# One hybrid step on the bands of silicon

Each pair of rows below gives the top filled and the first empty level at one wavevector k. The columns *state k a*, *b* and *c* are its components along the reciprocal cell vectors, and Γ is the point where all three are zero. *State start level* is the LDA energy. *State corrected level* is the energy after one HSE06 step on unchanged LDA orbitals. Both columns take the highest filled level, at Γ, as zero, so only gaps and relative shifts have meaning.

ABINIT 10.8.3, plane-wave DFT of diamond-structure silicon (2-atom cell relaxed with LDA): LDA start levels and one-shot HSE06 levels on the LDA orbitals, each column counted from its own highest filled level. PseudoDojo NC SR LDA v0.4.1 standard potentials, wave cutoff 326.5 eV, Γ-centred 5×5×5 k mesh, no spin-orbit coupling.

| row | state k a (reciprocal cell vector) | state k b (reciprocal cell vector) | state k c (reciprocal cell vector) | state band | state start level (eV) | state corrected level (eV) | state weight z |
| --- | --- | --- | --- | --- | --- | --- | --- |
| 1 | 0.000 | 0.000 | 0.000 | top filled | 0.000 | 0.000 | 1.00000 |
| 2 | 0.000 | 0.000 | 0.000 | first empty | 2.537 | 3.347 | 1.00000 |
| 3 | 0.200 | 0.000 | 0.000 | top filled | -0.591 | -0.615 | 1.00000 |
| 4 | 0.200 | 0.000 | 0.000 | first empty | 2.181 | 3.007 | 1.00000 |
| 5 | 0.400 | 0.000 | 0.000 | top filled | -1.143 | -1.238 | 1.00000 |
| 6 | 0.400 | 0.000 | 0.000 | first empty | 1.569 | 2.370 | 1.00000 |
| 7 | 0.200 | 0.200 | 0.000 | top filled | -1.522 | -1.602 | 1.00000 |
| 8 | 0.200 | 0.200 | 0.000 | first empty | 1.375 | 2.159 | 1.00000 |
| 9 | 0.400 | 0.200 | 0.000 | top filled | -2.036 | -2.181 | 1.00000 |
| 10 | 0.400 | 0.200 | 0.000 | first empty | 1.683 | 2.500 | 1.00000 |
| 11 | -0.400 | 0.200 | 0.000 | top filled | -1.745 | -1.875 | 1.00000 |
| 12 | -0.400 | 0.200 | 0.000 | first empty | 1.973 | 2.828 | 1.00000 |
| 13 | -0.200 | 0.200 | 0.000 | top filled | -0.857 | -0.919 | 1.00000 |
| 14 | -0.200 | 0.200 | 0.000 | first empty | 2.857 | 3.742 | 1.00000 |
| 15 | 0.400 | 0.400 | 0.000 | top filled | -2.747 | -2.967 | 1.00000 |
| 16 | 0.400 | 0.400 | 0.000 | first empty | 0.453 | 1.221 | 1.00000 |
| 17 | -0.400 | 0.400 | 0.000 | top filled | -2.625 | -2.835 | 1.00000 |
| 18 | -0.400 | 0.400 | 0.000 | first empty | 0.903 | 1.716 | 1.00000 |
| 19 | -0.400 | 0.400 | 0.200 | top filled | -3.075 | -3.238 | 1.00000 |
| 20 | -0.400 | 0.400 | 0.200 | first empty | 3.337 | 4.232 | 1.00000 |

## 1. Which gap is smaller, and between which states?

The smallest gap is indirect. It runs from the filled level at Γ (row 1) to the empty level of row 16, which lies four fifths of the way from Γ to the zone boundary point X. LDA puts it at 0.453 eV and the hybrid step at 1.221 eV. An electron crossing this gap must also change its wavevector, which light alone can hardly provide. This is why silicon absorbs weakly just above its gap.

## 2. Does the correction multiply the gap or add to it?

It is much closer to an addition. The indirect gap opens by 0.77 eV and the direct gap at Γ by 0.81 eV, although the second is several times larger to begin with. As factors, the two changes are 2.7 and 1.3. A percentage correction learned from one gap would therefore fail badly for the other.

## 3. Why does the gap open at all?

The LDA exchange-correlation potential at a point depends only on the density there, and it acts on filled and empty orbitals alike. HSE06 replaces part of the short-range exchange by exact exchange, which lowers an orbital according to how it pairs with each filled orbital. Over the few atoms that short-range exchange spans, two filled orbitals of the same band at neighbouring wavevectors are nearly alike. Their product there has mostly one sign, and the exchange energy is large. An empty orbital is orthogonal to the filled ones at its own wavevector, so its products with them change sign within each cell and largely cancel. With filled orbitals at wavevectors close by, much the same happens over this short range, and the empty orbital is lowered less.

This is theory; the table shows only the total shift, which also includes a change of semilocal functional (question 6). Measured from the top of the filled band, every empty level in the table rises.

## 4. Is the empty band simply lifted as a block?

No, because the filled band changes too. Every filled level below the top sinks further, by up to 0.22 eV in row 15. The empty levels rise by unequal amounts, from 0.77 to 0.90 eV. Both bands are stretched as well as pushed apart.

The electron gas suggests why. Exact exchange is strongest for a state surrounded by filled states in wavevector space, weaker at the edge of the filled region, and weaker still beyond it. Deep states thus gain most and high empty states least, which spreads the levels. That the same picture governs silicon's bands is plausible, but the table does not test it.

The stretch matters most for vertical gaps, those between two states at the same k. At the wavevector of row 16 the vertical gap opens by 0.99 eV, yet the indirect gap ending on the same empty level opens by only 0.77 eV. The difference is the sinking of the filled partner, row 15. At Γ the partner is the zero of the scale itself, and there the vertical gap opens least.

## 5. Can the shift be estimated from the LDA level alone?

Fairly well. The simplest model, a rigid scissor, raises all empty levels by one constant and leaves the filled ones alone. A better one adds a stretch proportional to the LDA energy E in each band. Fitted to every row except row 1, whose zero is imposed, it reads, in eV:

- empty level: shift = 0.751 + 0.040 × E
- filled level: shift = 0.069 × E

Take the vertical gap between rows 15 and 16, both of which were part of the fit:

1. The empty level rises by 0.751 + 0.040 × 0.453 = 0.769 eV.
2. The filled level moves by 0.069 × (−2.747) = −0.190 eV.
3. The gap opens by 0.769 + 0.190 = 0.959 eV.

The computed opening is 0.988 eV, so the estimate is 0.03 eV low. Over the fitted rows the typical misfit in a shift drops from 0.10 eV for the scissor to 0.02 eV with the stretch; the printed analysis after this text gives both fits.

The model fails most clearly at row 19. This is the deepest filled level in the table, yet it sinks less than rows 15 and 17, and the model overstates its fall by 0.05 eV. Energy is only a stand-in for what exchange responds to, namely the shape of the orbital. The fitted constants summarise this band structure and are not properties of exact exchange.

## 6. What would change with another setting or method?

With the orbitals held fixed, each corrected level is a straight-line function of the fraction of exact exchange. A larger fraction would therefore open the gap in proportion to the increase. The line does not start at the LDA value, because HSE06 also replaces the LDA part by a different semilocal functional.

Adding empty bands should matter little, since the exchange sum runs over filled states only. A denser mesh is another matter, because that sum also runs over wavevectors.

The column *state weight z* would change with the method. It measures how much of an electron added to or removed from a state stays in one sharp level, and it falls below one when the self-energy depends on frequency. Exact exchange does not, so the value of 1 in every row follows from the method. A GW calculation, with its frequency-dependent screening, would give weights below one for the same crystal.

## 7. Which digits can be trusted?

The third decimal identifies the run and is not a property of silicon. The true conduction minimum lies slightly beyond row 16, and a rough estimate with a recalled position and mass lowers the gap by about 0.01 eV. Spin-orbit coupling, left out here, would take off about as much again.

Less is known about the larger risks. The mesh and the cutoffs are usual working values, not converged limits, and the cell is the slightly small one that LDA prefers. The run also follows the libxc library's convention for HSE06, so another program's HSE06 may give slightly different levels. "About 1.2 eV" is a sensible way to quote the indirect gap of this run, though only a denser mesh could show whether the second digit holds. The closeness to experiment is no test of the method.

For practical work, the choice of shift matters more than these hundredths. A scissor taken from the indirect gap, 0.77 eV, is too small for all ten vertical gaps here, by 0.04 eV at Γ and by 1.06 − 0.77 = 0.29 eV at the wavevector of rows 19 and 20. If the aim is an optical spectrum, correct each transition at its own wavevector. The attraction between the excited electron and the hole it leaves, which changes silicon's absorption peaks markedly, must still be added.

Printed output of the fit:

```
Shift of the filled levels, rows 1 3 5 to 19, eV: 1 0, 3 -0.024, 5 -0.095, 7 -0.08, 9 -0.145, 11 -0.13, 13 -0.062, 15 -0.22, 17 -0.21, 19 -0.163
Rise of the empty levels, rows 2 4 6 to 20, eV: 2 0.81, 4 0.826, 6 0.801, 8 0.784, 10 0.817, 12 0.855, 14 0.885, 16 0.768, 18 0.813, 20 0.895
Opening of the vertical gap, rows 2 4 6 to 20, eV: 2 0.81, 4 0.85, 6 0.896, 8 0.864, 10 0.962, 12 0.985, 14 0.947, 16 0.988, 18 1.023, 20 1.058
Opening of the indirect gap on the mesh, eV: 0.768
Indirect gap, corrected over LDA, ratio: 2.695
Opening of the direct gap at Gamma, eV: 0.81
Direct gap at Gamma, corrected over LDA, ratio: 1.319
Vertical gap at the k-point of row 16, LDA, eV: 3.2
Vertical gap at the k-point of row 16, corrected, eV: 4.188
Spread of the rises of the empty levels, largest less smallest, eV: 0.127
fit of shift on 19 rows (free): coefficient of step 0.8254 +/- 0.033; rms 0.101, worst 15 0.22, leave-one-out rms 0.102
  rows outside the fit (model, value, miss): 1 0, 0, 0
fit of shift on 19 rows (free): coefficient of step 0.7507 +/- 0.019, coefficient of depth 0.0692 +/- 0.0041, coefficient of height 0.03958 +/- 0.0094; rms 0.0228, worst 19 -0.0498, leave-one-out rms 0.0283
  rows outside the fit (model, value, miss): 1 0, 0, 0
Stretch model less table, row 19, eV: -0.04978
Stretch model less table, row 2, eV: 0.04113
Rough lowering of the gap if the mesh met the true minimum, eV: 0.01403
Rough lowering of the gap by spin-orbit coupling, eV: 0.01333
```
